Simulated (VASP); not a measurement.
# Se (P3_121) in VASP: phonons with r2SCAN

Aim: the phonons of Se with r2SCAN.

Program: VASP 6.6.1. These are calculated values, not measurements. Logs are shortened: lines on timing, memory, paths and dates and some standing lists are left out, and cuts for length are marked.

### 1 Starting point

It takes space group P3_121 (No. 152, trigonal). Conventional cell: a = 4.366 Å, b = 4.366 Å, c = 4.954 Å, α = 90.00°, β = 90.00°, γ = 120.00°. Se (site symmetry 2) is surrounded by 2 Se at 2.37 Å.

### 2 Phonons, r2SCAN

The input, POSCAR:

```
Se
1.0
    4.3662000000      0.0000000000      0.0000000000
   -2.1831000000      3.7812401200      0.0000000000
    0.0000000000      0.0000000000      4.9536000000
Se
3
Direct
    0.2254000000      0.0000000000      0.3333333300
    0.0000000000      0.2254000000      0.6666666700
    0.7746000000      0.7746000000      0.0000000000
```

The input, INCAR.step1:

```
PREC     = Accurate       # precision mode
ENCUT    = 600            # plane-wave cutoff, eV
EDIFF    = 1E-8           # SCF threshold, eV
ISMEAR   = 0              # smearing method
SIGMA    = 0.02           # smearing width, eV
LREAL    = False          # projectors in reciprocal space
LASPH    = True           # aspherical terms in the spheres
NELM     = 80             # most SCF steps
ALGO     = Normal         # electronic algorithm
ISIF     = 3              # what is computed and relaxed
LWAVE    = False          # write WAVECAR
LCHARG   = False          # write CHGCAR
METAGGA  = R2SCAN         # meta-GGA
LMIXTAU  = True         
IBRION   = 2              # ionic algorithm
NSW      = 40             # ionic steps
EDIFFG   = -0.002         # ionic threshold
```

The input, INCAR.step2:

```
PREC     = Accurate       # precision mode
ENCUT    = 600            # plane-wave cutoff, eV
EDIFF    = 1E-8           # SCF threshold, eV
ISMEAR   = 0              # smearing method
SIGMA    = 0.02           # smearing width, eV
LREAL    = False          # projectors in reciprocal space
LASPH    = True           # aspherical terms in the spheres
NELM     = 80             # most SCF steps
ALGO     = Normal         # electronic algorithm
ISIF     = 2              # what is computed and relaxed
LWAVE    = False          # write WAVECAR
LCHARG   = False          # write CHGCAR
METAGGA  = R2SCAN         # meta-GGA
LMIXTAU  = True         
IBRION   = 6              # ionic algorithm
NFREE    = 2            
POTIM    = 0.015          # step
NSW      = 1              # ionic steps
```

The input, KPOINTS:

```
Automatic mesh
0
Gamma
  7 7 6
```

Potentials or basis: VASP PAW PBE potentials, release 64 (Se).

Command:

```bash
$ cat potpaw_PBE.64/Se/POTCAR > POTCAR
$ cp INCAR.step1 INCAR
$ mpirun -np 1 vasp_std > vasp.out
$ cp CONTCAR POSCAR
$ cp INCAR.step2 INCAR
$ mpirun -np 1 vasp_std > vasp.out
```

OUTCAR:

```text
PREC = Accurate
   ENCUT = 600
   EDIFF = 1E-8
   ISMEAR = 0
   LREAL = False
   LASPH = True
   NELM = 80
   ISIF = 2
   METAGGA = R2SCAN
   IBRION = 6
   NFREE = 2
   POTIM = 0.015
   NSW = 1

 ion  position               nearest neighbor table
   1  0.217  0.000  0.333-   3 2.37   2 2.37
   2  0.000  0.217  0.667-   3 2.37   1 2.37
   3  0.783  0.783  0.000-   1 2.37   2 2.37

  LATTYP: Found a hexagonal cell.
 ALAT       =     4.5006472346
 C/A-ratio  =     1.1087773065

  Lattice vectors:

 A1 = (   4.5006472346,   0.0000000000,   0.0000000000)
 A2 = (  -2.2503236173,   3.8976748408,   0.0000000000)
 A3 = (   0.0000000000,   0.0000000000,   4.9902155184)

Analysis of symmetry for initial positions (statically):
=====================================================================
 Subroutine PRICEL returns:
 Original cell was already a primitive cell.

 Routine SETGRP: Setting up the symmetry group for a
 hexagonal supercell.

 Subroutine GETGRP returns: Found  6 space group operations
 (whereof  2 operations were pure point group operations)
 out of a pool of 24 trial point group operations.

The static configuration has the point symmetry C_2 .
 The point group associated with its full space group is D_3 .

Analysis of symmetry for dynamics (positions and initial velocities):
=====================================================================
 Subroutine PRICEL returns:
 Original cell was already a primitive cell.

 Routine SETGRP: Setting up the symmetry group for a
 hexagonal supercell.

 Subroutine GETGRP returns: Found  6 space group operations
 (whereof  2 operations were pure point group operations)
 out of a pool of 24 trial point group operations.

The dynamic configuration has the point symmetry C_2 .
 The point group associated with its full space group is D_3 .

 Subroutine INISYM returns: Found  6 space group operations
 (whereof  2 operations are pure point group operations),
 and found     1 'primitive' translations

----------------------------------------------------------------------------------------

                                     Primitive cell

  volume of cell :      87.5387

  direct lattice vectors                    reciprocal lattice vectors
     4.500647235  0.000000000  0.000000000     0.222190265  0.128281609  0.000000000
    -2.250323617  3.897674841  0.000000000     0.000000000  0.256563218  0.000000000
     0.000000000  0.000000000  4.990215518     0.000000000  0.000000000  0.200392147

  length of vectors
     4.500647235  4.500647237  4.990215518     0.256563218  0.256563218  0.200392147

  position of ions in fractional coordinates (direct lattice)
     0.217409214  0.000000000  0.333333330
     0.000000000  0.217409214  0.666666670
     0.782590786  0.782590786  0.000000000

  ion indices of the primitive-cell ions
   primitive index   ion index
                 1           1
                 2           2
                 3           3

----------------------------------------------------------------------------------------

 KPOINTS: Automatic mesh

Automatic generation of k-mesh.
 Grid dimensions read from file:
 generate k-points for:    7    7    6

 Generating k-lattice:

  Cartesian coordinates                     Fractional coordinates (reciprocal lattice)
     0.031741466  0.018325944  0.000000000     0.142857143  0.000000000  0.000000000
     0.000000000  0.036651888  0.000000000     0.000000000  0.142857143  0.000000000
     0.000000000  0.000000000  0.033398691     0.000000000  0.000000000  0.166666667

  Length of vectors
     0.036651888  0.036651888  0.033398691

[... 69 lines left out ...]
   EFERMI_NEDOS =   21; number of points for ismear=-14 and -15
   IALGO  =     38    algorithm
   IMIX   =      4    mixing-type and parameters
     AMIX     =   0.40;   BMIX     =  1.00
     AMIX_MAG =   1.60;   BMIX_MAG =  1.00
  volume/ion in A,a.u.               =      29.18       196.91
  Fermi-wavevector in a.u.,A,eV,Ry     =   0.966271  1.825988 12.703488  0.933680
  Thomas-Fermi vector in A             =   2.096059
   LORBIT       =      0    0 simple, 1 ext, 2 COOP (PROOUT), +10 PAW based schemes
   METAGGA = R2SCAN    functional components
   LHFCALC =     F    Hartree Fock is set to
   AEXX    =    0.0000 exact exchange contribution
   IVDW    =     0    specifies the selected vdW correction
   LEPSILON=     F    determine dielectric tensor
   LRPA    =     F    only Hartree local field effects (RPA)
 finite differences with symmetry
 non-spin polarized calculation
 Gauss-broadening in eV      SIGMA  =   0.02
  energy-cutoff  :      600.00
  volume of cell :       87.54
 maximum number of plane-waves:      2940
   NGX = 17   NGY = 17   NGZ = 19

--------------------------------------- Ionic step        1  -------------------------------------------

 number of electron      18.0000000 magnetization

 Free energy of the ion-electron system (eV)
  ---------------------------------------------------
  ext. energy  EPLUGINS =         0.00000000
  ---------------------------------------------------
  free energy    TOTEN  =       -42.92990225 eV

  energy without entropy =      -42.92990225  energy(sigma->0) =      -42.92990225

------------------------ aborting loop because EDIFF is reached ----------------------------------------

  FORCE on cell =-STRESS in cart. coord.  units (eV):
  Direction    XX          YY          ZZ          XY          YZ          ZX
  --------------------------------------------------------------------------------------
  -------------------------------------------------------------------------------------
  Total       -0.0011263     -0.0011263     -0.0028095      0.0000000      0.0000000      0.0000000
  in kB       -0.0206134     -0.0206134     -0.0514202      0.0000000      0.0000000      0.0000000
  external PRESSURE =      -0.0308823 kB  Pullay stress =       0.0000000 kB
[... 209 lines left out ...]
--------------------------------------- Ionic step        7  -------------------------------------------

 number of electron      18.0000000 magnetization

 Free energy of the ion-electron system (eV)
  ---------------------------------------------------
  ext. energy  EPLUGINS =         0.00000000
  ---------------------------------------------------
  free energy    TOTEN  =       -42.92891072 eV

  energy without entropy =      -42.92891072  energy(sigma->0) =      -42.92891072

 E-fermi :   1.8913     XC(G=0):  -8.9304

 val. band max:        1.7570884252   @ k =  -0.5714   0.4286   0.5000
 cond. band min:       3.2067223612   @ k =   0.2857   0.2857   0.5000
 fundamental gap:      1.4496339360
 Fermi energy:         1.8913118664

 k-point     1 :       0.0000    0.0000    0.0000
  band No.  band energies     occupation
      1     -14.4779      2.00000
      2     -10.3001      2.00000
      3     -10.2431      2.00000
      4      -2.2220      2.00000
      5      -2.2183      2.00000
      6      -1.8971      2.00000
      7      -0.3181      2.00000
      8      -0.2913      2.00000
      9       1.3653      2.00000
     10       3.9800      0.00000
     11       4.0400      0.00000
     12       4.3411      0.00000
     13       8.2375      0.00000
[... 354 lines left out ...]
  band No.  band energies     occupation
      1     -13.7474      2.00000
      2     -12.3073      2.00000
      3      -8.8182      2.00000
      4      -3.4836      2.00000
      5      -2.6644      2.00000
      6      -1.8181      2.00000
      7      -0.0704      2.00000
      8       0.1738      2.00000
      9       0.9898      2.00000
     10       3.8118      0.00000
     11       4.3188      0.00000
     12       5.0311      0.00000
     13       8.6159      0.00000

 [... further k-points ...]

------------------------ aborting loop because EDIFF is reached ----------------------------------------

  FORCE on cell =-STRESS in cart. coord.  units (eV):
  Direction    XX          YY          ZZ          XY          YZ          ZX
  --------------------------------------------------------------------------------------
  -------------------------------------------------------------------------------------
  Total        0.0027587      0.0004256      0.0006299      0.0586413      0.0017393      0.1726082
  in kB        0.0504919      0.0077890      0.0115279      1.0732826      0.0318328      3.1591639
  external PRESSURE =       0.0232696 kB  Pullay stress =       0.0000000 kB
[... 18 lines left out ...]
  FREE ENERGIE OF THE ION-ELECTRON SYSTEM (eV)
  ---------------------------------------------------
  free  energy   TOTEN  =       -42.9289107152 eV

  energy  without entropy=      -42.9289107152  energy(sigma->0) =      -42.92891072

 INTERNAL STRAIN TENSORS FROM DISPLACED ATOMS
 ============================================

 INTERNAL STRAIN TENSOR FOR ION    1 for displacements in x,y,z  (eV/Angst):
          X           Y           Z          XY          YZ          ZX
  --------------------------------------------------------------------------------
  x   -12.84519    -6.52468   -11.61633     0.00000    -3.95549     0.00000
  y     0.00000     0.00000     0.00000    -3.16106     0.00000    -3.95268
  z    -0.00000     0.00000    -0.00000    -3.90648    -0.00000   -11.50371

 INTERNAL STRAIN TENSOR FOR ION    3 for displacements in x,y,z  (eV/Angst):
          X           Y           Z          XY          YZ          ZX
  --------------------------------------------------------------------------------
  x     6.42320     3.26174     5.80816     2.73721     1.97564     3.42434
  y     5.65019    11.12461    10.06003     1.57993    -3.42434     1.97845
  z     3.38311    -3.38311     0.00000     1.95324     9.96250     5.75185

 Eigenvectors and eigenvalues of the dynamical matrix
 ----------------------------------------------------

   1 f  =    7.377408 THz    46.353619 2PiTHz  246.083829 cm-1    30.510492 meV
             X         Y         Z           dx          dy          dz
      0.978482  0.000000  1.663405    -0.577350   -0.000000   -0.000000
     -0.489241  0.847390  3.326810     0.288675   -0.500000    0.000000
      1.761083  3.050284  0.000000     0.288675    0.500000   -0.000000
[... 43 lines left out ...]
   9 f/i=    0.001941 THz     0.012193 2PiTHz    0.064733 cm-1     0.008026 meV
             X         Y         Z           dx          dy          dz
      0.978482  0.000000  1.663405    -0.000000   -0.000405   -0.577350
     -0.489241  0.847390  3.326810     0.000351    0.000203   -0.577350
      1.761083  3.050284  0.000000    -0.000351    0.000203   -0.577350

 ELASTIC MODULI CONTR FROM IONIC RELAXATION (kBar)
 Direction    XX          YY          ZZ          XY          YZ          ZX
 --------------------------------------------------------------------------------
 XX        -374.3481   -211.4424   -351.3050      0.0000   -127.8505     -0.0000
 YY        -211.4424   -374.3481   -351.3050      0.0000    127.8505      0.0000
 ZZ        -351.3050   -351.3050   -421.3629     -0.0000      0.0000      0.0000
 XY           0.0000      0.0000      0.0000    -81.4528     -0.0000   -127.8505
 YZ        -127.8505    127.8505      0.0000     -0.0000   -298.6937     -0.0000
 ZX           0.0000      0.0000      0.0000   -127.8505     -0.0000   -298.6937
 --------------------------------------------------------------------------------
```

Wall time 33 min (1 thread of Intel Xeon 6975P-C (Granite Rapids), shared host); peak memory 0.45 GiB.

What came out:

- Relaxed volume: 29.18 Å³/atom
- Relaxed cell: a = 4.501 Å, b = 4.501 Å, c = 4.990 Å, α = 90.00°, β = 90.00°, γ = 120.00°
- Space group after relaxing (to 0.05 Å): P3_121 (No. 152)
- Highest phonon frequency at Γ: 246 cm⁻¹

Step by step:
```
step  energy change (eV)  largest force (eV/Å)  pressure (GPa)  volume (Å³)
   1              0.0000                0.0561            1.31        81.78
   2             -0.0030                0.2999           -0.80        84.45
   3             -0.0067                0.1517            0.07        83.29
   4             -0.0094                0.1068            0.07        83.76
   5             -0.0119                0.0084            0.10        84.74
   6             -0.0119                0.0025            0.10        84.85
   7             -0.0130                0.0052            0.04        85.35
   8             -0.0151                0.0275           -0.12        86.86
   9             -0.0153                0.0376           -0.18        87.59
  10             -0.0139                0.1211            0.53        87.38
  11             -0.0155                0.0038            0.01        87.53
  12             -0.0155                0.0030            0.00        87.53
  13             -0.0155                0.0006            0.00        87.54
```

Final structure:
```
Se
1.0
     4.50065    0.00000    0.00000
    -2.25032    3.89767    0.00000
     0.00000    0.00000    4.99022
Se
3
Direct
  0.21741 0.00000 0.33333
  0.00000 0.21741 0.66667
  0.78259 0.78259 0.00000
```

Phonon frequencies in cm⁻¹ (negative: imaginary):
```tsv
q point	frequencies
(0.000, 0.000, 0.000)	0 0 0 92 138 138 228 228 246
```

Caveat: the PAW data sets were made with another functional, which shifts forces and pressure a little.
